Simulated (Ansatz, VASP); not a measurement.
# One calculation of Cu, two programs

```xyz
2
Lattice="2.6647 0.0000 0.0000 -1.3323 2.3077 0.0000 0.0000 0.0000 4.3623" Properties=species:S:1:pos:R:3 pbc="T T T"
Cu    0.0000    1.5384    1.0906
Cu    1.3323    0.7692    3.2717
```

Alike in both runs: task single point; functional RPBE; k mesh 16 × 16 × 8; occupations fermi-dirac, width 0.1 eV; no spin polarisation.

|  | VASP | Ansatz |
| --- | --- | --- |
| version | VASP 6.6.1 | Ansatz 0.2.0 |
| potentials or method | VASP PAW PBE potentials, release 64 (Cu) | plane waves (420 eV) with PAW, scalar-relativistic |
| plane-wave cutoff (eV) | 520 | 420 |
| valence electrons in the cell | 22 | 38 |

VASP gave:

```
pressure (GPa)                                  : -7.3
largest component of the traceless stress (GPa) : 0.06
```

Task: Estimate Ansatz's values.

Result: Pressure (GPa): -7.7; largest component of the traceless stress (GPa): 0.08.

The functional is the same, so the differences come from potentials, cutoffs and numerics. The two sets of potentials don't hold the same shells in valence.

Caveats: the PAW data sets were made with another functional, which shifts forces and pressure a little (VASP).
